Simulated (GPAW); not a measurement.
# BP (F-43m) in GPAW: notebook

Aim: see how the results for BP move with the level of theory and the settings. Levels: RPBE, PBE. Tasks: G0W0 quasiparticle levels, optical spectrum by the Bethe-Salpeter equation, dielectric tensor.

Program: GPAW 26.7.0. These are calculated values, not measurements. Logs are shortened: lines on timing, memory, paths and dates and some standing lists are left out, and cuts for length are marked. The log counts tension as positive stress, the text compression.

## Step 1: The crystal as given

The structure is cubic, space group F-43m (No. 216). Conventional cell: a = 4.538 Å, b = 4.538 Å, c = 4.538 Å, α = 90.00°, β = 90.00°, γ = 90.00°. Around P (site symmetry -43m) lie 4 B at 1.97 Å. B (site symmetry -43m) has 4 P at 1.97 Å as nearest neighbours.

## Step 2: G0W0 quasiparticle levels, RPBE

run.py

```python
import json
import numpy as np
import spglib
from ase import Atoms
from ase.dft.bandgap import bandgap
from ase.io import read, write
from gpaw import GPAW, PW
from gpaw.response.g0w0 import G0W0

atoms = read('BP.cif')
cell, positions, numbers = spglib.find_primitive(
    (atoms.cell[:], atoms.get_scaled_positions(), atoms.numbers), symprec=1e-4)
atoms = Atoms(numbers, cell=cell, scaled_positions=positions, pbc=True)

calc = GPAW(mode=PW(550),
            xc='RPBE',
            kpts={'size': (3, 3, 3), 'gamma': True},
            occupations={'name': 'fermi-dirac', 'width': 0.05},
            nbands=11,
            convergence={'density': 1e-06},
            maxiter=50,
            txt='gpaw.txt')
atoms.calc = calc
energy = atoms.get_potential_energy()
calc.write('gs.gpw')
write('result.traj', atoms)
print(f'Energy: {energy:.6f} eV')
print('Fermi level:', round(calc.get_fermi_level(), 4), 'eV')
print(f'Gap: {bandgap(calc)[0]:.4f} eV, direct: {bandgap(calc, direct=True)[0]:.4f} eV')

calc.diagonalize_full_hamiltonian(nbands=213)
calc.write('full.gpw', mode='all')

ibz = calc.get_ibz_k_points()
gap, vbm, cbm = bandgap(calc, output=None)
gap, direct, _ = bandgap(calc, direct=True, output=None)
gamma = int(np.abs(ibz).sum(1).argmin())
kpts = sorted({gamma, vbm[1], cbm[1], direct[1]})
gw = G0W0(calc='full.gpw',
          filename='gw',
          ecut=250,
          ecut_extrapolation=False,
          relbands=(-1, 1),
          kpts=kpts,
          integrate_gamma='reciprocal',
          nbands=209,
          ppa=True)
gw.calculate()
results = {mode: {key: np.asarray(r[key]).tolist() for key in ['f', 'eps', 'vxc', 'exx', 'sigma', 'Z', 'qp', 'sigma_eskn']}
           for mode, r in gw.all_results.items()}
json.dump({'kpts': ibz[kpts].tolist(), 'results': results}, open('gw.json', 'w'))
for mode, r in results.items():
    f, qp = np.array(r['f']), np.array(r['qp'])
    print(mode, 'quasiparticle energies (eV):')
    print(qp.round(3))
    print(mode, 'gap:', round(qp[f < 0.5].min() - qp[f > 0.5].max(), 4), 'eV')
```

BP.cif

```cif
data_BP
_cell_length_a 4.53800000
_cell_length_b 4.53800000
_cell_length_c 4.53800000
_cell_angle_alpha 90.00000000
_cell_angle_beta 90.00000000
_cell_angle_gamma 90.00000000
_space_group_name_H-M_alt 'F-43m'
_space_group_name_Hall 'F -4 2 3'
_space_group_IT_number 216
loop_
_space_group_symop_operation_xyz
'x,y,z'
'y,-x,-z'
'-x,-y,z'
'-y,x,-z'
'x,-y,-z'
'y,x,z'
'-x,y,-z'
'-y,-x,z'
'z,x,y'
'-z,y,-x'
'z,-x,-y'
'-z,-y,x'
'-z,x,-y'
'z,y,x'
'-z,-x,y'
'z,-y,-x'
'y,z,x'
'-x,-z,y'
'-y,z,-x'
'x,-z,-y'
'-y,-z,x'
'x,z,y'
'y,-z,-x'
'-x,z,-y'
'x,y+1/2,z+1/2'
'y,-x+1/2,-z+1/2'
'-x,-y+1/2,z+1/2'
'-y,x+1/2,-z+1/2'
'x,-y+1/2,-z+1/2'
'y,x+1/2,z+1/2'
'-x,y+1/2,-z+1/2'
'-y,-x+1/2,z+1/2'
'z,x+1/2,y+1/2'
'-z,y+1/2,-x+1/2'
'z,-x+1/2,-y+1/2'
'-z,-y+1/2,x+1/2'
'-z,x+1/2,-y+1/2'
'z,y+1/2,x+1/2'
'-z,-x+1/2,y+1/2'
'z,-y+1/2,-x+1/2'
'y,z+1/2,x+1/2'
'-x,-z+1/2,y+1/2'
'-y,z+1/2,-x+1/2'
'x,-z+1/2,-y+1/2'
'-y,-z+1/2,x+1/2'
'x,z+1/2,y+1/2'
'y,-z+1/2,-x+1/2'
'-x,z+1/2,-y+1/2'
'x+1/2,y,z+1/2'
'y+1/2,-x,-z+1/2'
'-x+1/2,-y,z+1/2'
'-y+1/2,x,-z+1/2'
'x+1/2,-y,-z+1/2'
'y+1/2,x,z+1/2'
'-x+1/2,y,-z+1/2'
'-y+1/2,-x,z+1/2'
'z+1/2,x,y+1/2'
'-z+1/2,y,-x+1/2'
'z+1/2,-x,-y+1/2'
'-z+1/2,-y,x+1/2'
'-z+1/2,x,-y+1/2'
'z+1/2,y,x+1/2'
'-z+1/2,-x,y+1/2'
'z+1/2,-y,-x+1/2'
'y+1/2,z,x+1/2'
'-x+1/2,-z,y+1/2'
'-y+1/2,z,-x+1/2'
'x+1/2,-z,-y+1/2'
'-y+1/2,-z,x+1/2'
'x+1/2,z,y+1/2'
'y+1/2,-z,-x+1/2'
'-x+1/2,z,-y+1/2'
'x+1/2,y+1/2,z'
'y+1/2,-x+1/2,-z'
'-x+1/2,-y+1/2,z'
'-y+1/2,x+1/2,-z'
'x+1/2,-y+1/2,-z'
'y+1/2,x+1/2,z'
'-x+1/2,y+1/2,-z'
'-y+1/2,-x+1/2,z'
'z+1/2,x+1/2,y'
'-z+1/2,y+1/2,-x'
'z+1/2,-x+1/2,-y'
'-z+1/2,-y+1/2,x'
'-z+1/2,x+1/2,-y'
'z+1/2,y+1/2,x'
'-z+1/2,-x+1/2,y'
'z+1/2,-y+1/2,-x'
'y+1/2,z+1/2,x'
'-x+1/2,-z+1/2,y'
'-y+1/2,z+1/2,-x'
'x+1/2,-z+1/2,-y'
'-y+1/2,-z+1/2,x'
'x+1/2,z+1/2,y'
'y+1/2,-z+1/2,-x'
'-x+1/2,z+1/2,-y'
loop_
_atom_site_label
_atom_site_type_symbol
_atom_site_symmetry_multiplicity
_atom_site_Wyckoff_symbol
_atom_site_fract_x
_atom_site_fract_y
_atom_site_fract_z
_atom_site_occupancy
P1 P 4 c 0.2500000000 0.2500000000 0.2500000000 1
B1 B 4 a 0.0000000000 0.0000000000 0.0000000000 1
```

Potentials or basis: the program's PAW data sets (release 1.2.1) made for this functional, pw.

Started as:

```
> OMP_NUM_THREADS=1 python run.py
```

gpaw.txt:

```text
__  _  _
 | _ |_)|_||  |
 |__||  | ||/\| - 26.7.0

Input parameters:
  mode=PW(ecut=550.0),
  convergence={'density': 1e-06},
  kpts=MonkhorstPack(size=(3, 3, 3), gamma=True),
  maxiter=50,
  nbands=11,
  occupations=Occupations(name='fermi-dirac', width=0.05),
  xc=XC(name='RPBE')

Diagonalizing LCAO Hamiltonian
Converting LCAO to pw mode

           P
       B

Atoms  # Å, Bohr magnetons
|   | symbol |        x |        y |        z |    initial magnetic moments |
|---|--------|----------|----------|----------|-----------------------------|
| 0 |      P | 1.134500 | 1.134500 | 1.134500 | ( 0.0000,  0.0000,  0.0000) |
| 1 |      B | 0.000000 | 0.000000 | 0.000000 | ( 0.0000,  0.0000,  0.0000) |

Unit cell  # Å
| periodic |        x |        y |        z |  lengths |    angles |
|----------|----------|----------|----------|----------|-----------|
|      yes | 0.000000 | 2.269000 | 2.269000 | 3.208851 | 60.000000 |
|      yes | 2.269000 | 0.000000 | 2.269000 | 3.208851 | 60.000000 |
|      yes | 2.269000 | 2.269000 | 0.000000 | 3.208851 | 60.000000 |

Number of symmetries: 24
Symmetry operations  # r_c * U_cc + t_c -> r_c
|    | kind |            matrix            |
|----|------|------------------------------|
|  0 |  E   |  1, 0, 0,  0, 1, 0,  0, 0, 1 |
|  1 |  σ   |  1, 0, 0,  0, 0, 1,  0, 1, 0 |
|  2 |  σ   |  1, 0,-1,  0, 1,-1,  0, 0,-1 |
|  3 |  C3  |  1, 0,-1,  0, 0,-1,  0, 1,-1 |
|  4 |  C3  |  1,-1, 0,  0,-1, 1,  0,-1, 0 |
|  5 |  σ   |  1,-1, 0,  0,-1, 0,  0,-1, 1 |
|  6 |  σ   |  0, 1, 0,  1, 0, 0,  0, 0, 1 |
|  7 |  C3  |  0, 1, 0,  0, 0, 1,  1, 0, 0 |
|  8 |  C2  |  0, 1,-1,  1, 0,-1,  0, 0,-1 |
|  9 |  S4  |  0, 1,-1,  0, 0,-1,  1, 0,-1 |
| 10 |  C3  |  0, 0, 1,  1, 0, 0,  0, 1, 0 |
| 11 |  σ   |  0, 0, 1,  0, 1, 0,  1, 0, 0 |
| 12 |  S4  |  0, 0,-1,  1, 0,-1,  0, 1,-1 |
| 13 |  C3  |  0, 0,-1,  0, 1,-1,  1, 0,-1 |
| 14 |  S4  |  0,-1, 1,  1,-1, 0,  0,-1, 0 |
| 15 |  C2  |  0,-1, 1,  0,-1, 0,  1,-1, 0 |
| 16 |  C3  |  0,-1, 0,  1,-1, 0,  0,-1, 1 |
| 17 |  S4  |  0,-1, 0,  0,-1, 1,  1,-1, 0 |
| 18 |  S4  | -1, 1, 0, -1, 0, 1, -1, 0, 0 |
| 19 |  C3  | -1, 1, 0, -1, 0, 0, -1, 0, 1 |
| 20 |  C3  | -1, 0, 1, -1, 1, 0, -1, 0, 0 |
| 21 |  S4  | -1, 0, 1, -1, 0, 0, -1, 1, 0 |
| 22 |  σ   | -1, 0, 0, -1, 1, 0, -1, 0, 1 |
| 23 |  C2  | -1, 0, 0, -1, 0, 1, -1, 1, 0 |

BZ-sampling:
  Number of BZ points: 27
  Number of IBZ points: 4

  Monkhorst-Pack size: [3, 3, 3]
  Monkhorst-Pack shift: [0, 0, 0]

K-points  # in reciprocal-cell coordinates
|   |                                coordinates |     weight |
|---|--------------------------------------------|------------|
| 0 | (  0.00000000,   0.00000000,   0.00000000) | 0.03703704 |
| 1 | (  0.33333333,   0.33333333,  -0.33333333) | 0.44444444 |
| 2 | (  0.33333333,   0.33333333,   0.00000000) | 0.22222222 |
| 3 | (  0.33333333,   0.33333333,   0.33333333) | 0.29629630 |

Plane wave coefficients: 701
Cutoff: 550.0 eV

Spin-components: 1 (collinear spins)
Bands:           11
Projectors:      10
Spin-degeneracy: 2
Datatype:        complex128

Density:
  Valence electrons: 8.0
  Components: 1
  Grid points: [18 18 18]
  Charge: 0.0  # |e|

Potential:
  Grid points: [18 18 18]

species:
  P:
    name:    Phosphorus
    Z:       15.0
    valence: 5
    core:    10
    charge:  0.0  # [|e|]
    compensation charges:
      type: gauss
      rc: 0.30  # [Å]
      lmax: 2
    cutoffs:
      filter: 1.69  # [Å]
      core: 1.81  # [Å]
    projectors
    | kind |    occ | energy [eV] | rcut [Å] |
    |------|--------|-------------|----------|
    |   3s |  2.000 |     -13.955 |    0.953 |
    |   3p |  3.000 |      -5.495 |    0.953 |
    |    s |        |      13.257 |    0.953 |
    |    p |        |      21.717 |    0.953 |
    |    d |        |       0.000 |    0.953 |

    Using partial waves for P as LCAO basis

  B:
    name:    Boron
    Z:       5.0
    valence: 3
    core:    2
    charge:  0.0  # [|e|]
    compensation charges:
      type: gauss
      rc: 0.20  # [Å]
      lmax: 2
    cutoffs:
      filter: 1.14  # [Å]
      core: 1.38  # [Å]
    projectors
    | kind |    occ | energy [eV] | rcut [Å] |
    |------|--------|-------------|----------|
    |   2s |  2.000 |      -9.489 |    0.635 |
    |   2p |  1.000 |      -3.587 |    0.635 |
    |    s |        |      17.723 |    0.635 |
    |    p |        |      23.625 |    0.635 |
    |    d |        |       0.000 |    0.635 |

    Using partial waves for B as LCAO basis

Reference energy: -9977.477251  # eV

eigensolver:
  PPCG
  Converge bands: occupied
  niter=2

density mixing:
  MSR1-Mixer
  Pratt-step length: 0.05
  Maximum mixing coefficient: 0.75
  Old densities: 10
  SVD Regularization: 0.005
  Good broyden scale: 1.0
  Trust region scale: 1.0
  Backstep threshold: 4.0
  History deletion threshold: 6.0
  Fourier metric: weight=20.0, sigma=0.015

occupation numbers:
  Fermi-Dirac:
    width: 0.0500  # eV

poisson solver:
  ecut: 4400.0  # eV

xc functional:
  name: RPBE with 2 nearest neighbor stencil

convergence criteria:
- Maximum integral of absolute [dens]ity change: 1e-06 electrons / valence electron
- Maximum [total energy] change in last 3 cyles: 0.0005 eV / valence electron
- Maximum integral of absolute [eigenst]ate change: 4e-08 eV^2 / valence electron
maximum number of iterations: 50

SCF iterations
|iter     | |      energy | eigst |  dens |
|---------|-|-------------|-------|-------|
|iter:   1| |  -12.153742 | +0.11 |       |
|iter:   2| |  -12.032194 | -2.22 | -0.68 |
|iter:   3| |  -11.501608 | -1.51 | -0.72 |
|iter:   4| |  -11.497499 | -2.93 | -1.39 |
|iter:   5| |  -11.498059 | -3.96 | -1.91 |
|iter:   6| |  -11.498159c| -5.39 | -2.56 |
|iter:   7| |  -11.498161c| -6.85 | -3.51 |
|iter:   8| |  -11.498162c| -7.73c| -4.06 |
|iter:   9| |  -11.498162c| -8.17c| -5.13 |
|iter:  10| |  -11.498162c| -8.65c| -5.56 |
|iter:  11| |  -11.498162c|-10.20c| -6.66c|

Converged in 11 steps
Energy contributions relative to reference atoms: (reference = -9977.477251)

Energy contributions:
  Kinetic:          15.516222
  Coulomb:         -12.745564
  Zero:             -0.026198
  External:          0.000000
  Xc:              -14.242623
  Entropy:          -0.000001
  Spinorbit:         0.000000
  ----------------------------
  Free energy:     -11.498162
  Extrapolated:    -11.498162

dipole moment: (-10.550206, -10.550206, -10.550206)  # |e|*Ang

Fermi level: 9.086
Eigenvalues  # (at kpt = [0.000, 0.000, 0.000])
| band index |      eig [eV] | occ [0-2] |
|------------|---------------|-----------|
|          0 |        -7.100 |     2.000 |
|          1 |         8.416 |     2.000 |
|          2 |         8.416 |     2.000 |
|          3 |         8.416 |     2.000 |
|          4 |        11.775 |     0.000 |
|          5 |        11.775 |     0.000 |
|          6 |        11.775 |     0.000 |
|          7 |        15.863 |     0.000 |
|          8 |        20.131 |     0.000 |
|          9 |        20.343 |     0.000 |
|         10 |        20.343 |     0.000 |

Gap: 1.374 eV
Transition (v -> c):
  (s=0, k=0, n=3, [0.00, 0.00, 0.00]) -> (s=0, k=2, n=4, [0.33, 0.33, 0.00])
Direct/indirect transitions are different
Direct gap: 3.359 eV
Transition at: (s=0, k=0, n=3, [0.00, 0.00, 0.00])
# Writing to gs.gpw (mode='')

Matrix size: 701x701
# Writing to full.gpw (mode='all')
```

Wall time 25 s (1 thread of AMD EPYC 9R45 (Zen 5), shared host); peak memory 0.3 GiB.

The run converged, but some of its settings lie outside the range that counts as converged, so its numbers aren't taken as properties of the crystal.

What came out:

* Free energy: -11.4982 eV
* Band gap on the k mesh, mean-field level: 1.37 eV, indirect (least direct gap 3.36 eV)
* Quasiparticle gap: 2.44 eV
* Least direct quasiparticle gap: 4.63 eV

Caveat: the k mesh is coarse (spacing up to 0.80 Å⁻¹), so the values aren't converged; the quasiparticle gap is taken among the few k points that were corrected; on this mesh the treatment of q = 0 moves the result by about a tenth of an eV; the k mesh is too small for a converged quasiparticle gap; the long-wavelength limit can be off by a per cent or two; an odd mesh through Γ misses points on the zone boundary, where band edges often lie.

## Step 3: Optical spectrum by the Bethe-Salpeter equation, RPBE

run.py

```python
import numpy as np
import spglib
from ase import Atoms
from ase.dft.bandgap import bandgap
from ase.io import read, write
from gpaw import GPAW, PW
from gpaw.response.bse import BSE

atoms = read('BP.cif')
cell, positions, numbers = spglib.find_primitive(
    (atoms.cell[:], atoms.get_scaled_positions(), atoms.numbers), symprec=1e-4)
atoms = Atoms(numbers, cell=cell, scaled_positions=positions, pbc=True)

calc = GPAW(mode=PW(550),
            xc='RPBE',
            kpts={'size': (8, 8, 8), 'gamma': True},
            occupations={'name': 'fermi-dirac', 'width': 0.05},
            nbands=11,
            convergence={'density': 1e-06},
            maxiter=60,
            txt='gpaw.txt')
atoms.calc = calc
energy = atoms.get_potential_energy()
calc.write('gs.gpw')
write('result.traj', atoms)
print(f'Energy: {energy:.6f} eV')
print('Fermi level:', round(calc.get_fermi_level(), 4), 'eV')
print(f'Gap: {bandgap(calc)[0]:.4f} eV, direct: {bandgap(calc, direct=True)[0]:.4f} eV')

dense = calc.fixed_density(kpts={'size': (8, 8, 8), 'gamma': True},
                           nbands=50, convergence={'bands': 44},
                           update_fermi_level=True, txt='dense.txt')
dense.write('dense.gpw', mode='all')
gap = bandgap(dense, direct=True)[0]
print(f'Direct gap on the dense mesh: {gap:.4f} eV')

bse = BSE('dense.gpw',
          ecut=20,
          valence_bands=range(3, 4),
          conduction_bands=range(4, 5),
          nbands=44,
          mode='BSE',
          integrate_gamma='sphere',
          direction=2,
          txt='bse.txt',
          eshift=0.96)
bse.get_dielectric_function(w_w=np.linspace(0, 12, 241), eta=0.05, filename='bse.csv', write_eig='eig.dat')
_, energies, weights = np.loadtxt('eig.dat', unpack=True)
bright = energies[weights > 1e-3 * weights.max()]
print(f'Lowest exciton {energies.min():.4f} eV, lowest bright one {bright.min():.4f} eV')
```

BP.cif is that of step 2.

Potentials or basis: the program's PAW data sets (release 1.2.1) made for this functional, pw.

Started as:

```
> OMP_NUM_THREADS=1 python run.py
```

gpaw.txt:

```text
__  _  _
 | _ |_)|_||  |
 |__||  | ||/\| - 26.7.0

Input parameters:
  mode=PW(ecut=550.0),
  convergence={'density': 1e-06},
  kpts=MonkhorstPack(size=(8, 8, 8), gamma=True),
  maxiter=60,
  nbands=11,
  occupations=Occupations(name='fermi-dirac', width=0.05),
  xc=XC(name='RPBE')

Diagonalizing LCAO Hamiltonian
Converting LCAO to pw mode

           P
       B

Atoms  # Å, Bohr magnetons
|   | symbol |        x |        y |        z |    initial magnetic moments |
|---|--------|----------|----------|----------|-----------------------------|
| 0 |      P | 1.134500 | 1.134500 | 1.134500 | ( 0.0000,  0.0000,  0.0000) |
| 1 |      B | 0.000000 | 0.000000 | 0.000000 | ( 0.0000,  0.0000,  0.0000) |

Unit cell  # Å
| periodic |        x |        y |        z |  lengths |    angles |
|----------|----------|----------|----------|----------|-----------|
|      yes | 0.000000 | 2.269000 | 2.269000 | 3.208851 | 60.000000 |
|      yes | 2.269000 | 0.000000 | 2.269000 | 3.208851 | 60.000000 |
|      yes | 2.269000 | 2.269000 | 0.000000 | 3.208851 | 60.000000 |

Number of symmetries: 24
Symmetry operations  # r_c * U_cc + t_c -> r_c
|    | kind |            matrix            |
|----|------|------------------------------|
|  0 |  E   |  1, 0, 0,  0, 1, 0,  0, 0, 1 |
|  1 |  σ   |  1, 0, 0,  0, 0, 1,  0, 1, 0 |
|  2 |  σ   |  1, 0,-1,  0, 1,-1,  0, 0,-1 |
|  3 |  C3  |  1, 0,-1,  0, 0,-1,  0, 1,-1 |
|  4 |  C3  |  1,-1, 0,  0,-1, 1,  0,-1, 0 |
|  5 |  σ   |  1,-1, 0,  0,-1, 0,  0,-1, 1 |
[... 126 lines left out ...]
  Fourier metric: weight=20.0, sigma=0.015

occupation numbers:
  Fermi-Dirac:
    width: 0.0500  # eV

poisson solver:
  ecut: 4400.0  # eV

xc functional:
  name: RPBE with 2 nearest neighbor stencil

convergence criteria:
- Maximum integral of absolute [dens]ity change: 1e-06 electrons / valence electron
- Maximum [total energy] change in last 3 cyles: 0.0005 eV / valence electron
- Maximum integral of absolute [eigenst]ate change: 4e-08 eV^2 / valence electron
maximum number of iterations: 60

SCF iterations
|iter     | |      energy | eigst |  dens |
|---------|-|-------------|-------|-------|
|iter:   1| |  -12.681484 | +0.10 |       |
|iter:   2| |  -12.577821 | -2.16 | -0.71 |
|iter:   3| |  -12.122355 | -1.57 | -0.75 |
|iter:   4| |  -12.118439 | -3.03 | -1.43 |
|iter:   5| |  -12.118797c| -4.07 | -1.94 |
|iter:   6| |  -12.118844c| -5.55 | -2.63 |
|iter:   7| |  -12.118845c| -7.03 | -3.65 |
|iter:   8| |  -12.118845c| -8.11c| -4.21 |
|iter:   9| |  -12.118845c| -8.76c| -5.34 |
|iter:  10| |  -12.118845c| -9.13c| -5.75 |
|iter:  11| |  -12.118845c|-10.83c| -6.87c|

Converged in 11 steps
Energy contributions relative to reference atoms: (reference = -9977.477251)

Energy contributions:
  Kinetic:          14.120773
  Coulomb:         -12.295111
  Zero:             -0.028364
  External:          0.000000
  Xc:              -13.916143
  Entropy:          -0.000000
  Spinorbit:         0.000000
  ----------------------------
  Free energy:     -12.118845
  Extrapolated:    -12.118845

dipole moment: (-10.604555, -10.604555, -10.604555)  # |e|*Ang

Fermi level: 8.935
Eigenvalues  # (at kpt = [0.000, 0.000, 0.000])
| band index |      eig [eV] | occ [0-2] |
|------------|---------------|-----------|
|          0 |        -7.176 |     2.000 |
|          1 |         8.307 |     2.000 |
|          2 |         8.307 |     2.000 |
|          3 |         8.307 |     2.000 |
|          4 |        11.713 |     0.000 |
|          5 |        11.713 |     0.000 |
|          6 |        11.713 |     0.000 |
|          7 |        15.744 |     0.000 |
|          8 |        20.012 |     0.000 |
|          9 |        20.301 |     0.000 |
|         10 |        20.301 |     0.000 |

Gap: 1.298 eV
Transition (v -> c):
  (s=0, k=0, n=3, [0.00, 0.00, 0.00]) -> (s=0, k=12, n=4, [0.38, 0.38, 0.00])
Direct/indirect transitions are different
Direct gap: 3.405 eV
Transition at: (s=0, k=0, n=3, [0.00, 0.00, 0.00])
# Writing to gs.gpw (mode='')
```

stdout:

```text
Energy: -12.118845 eV
Fermi level: 8.9349 eV
Gap: 1.2982 eV, direct: 3.4055 eV
Direct gap on the dense mesh: 3.4055 eV
Lowest exciton 4.2034 eV, lowest bright one 4.2034 eV
```

It took 9.2 min on 1 thread of AMD EPYC 9R45 (Zen 5), shared host; peak memory 0.26 GiB.

These settings aren't checked as converged: the numbers below hold their error.

Results:

```
Free energy                              : -12.1188 eV
Band gap on the k mesh, mean-field level : 1.30 eV, indirect (least direct gap 3.41 eV)
Exciton binding energy                   : 0.16 eV
```

Caveat: the band lists can cut through equal levels, which moves peak heights; on so coarse a mesh excitons come out too strongly bound; on this mesh the treatment of q = 0 moves the result by about a tenth of an eV; the long-wavelength limit can be off by a per cent or two; the static dielectric constant lacks the antiresonant part and is too small; spectra need much finer meshes, so this one isn't converged.

(Continued in part 2 of 2.)
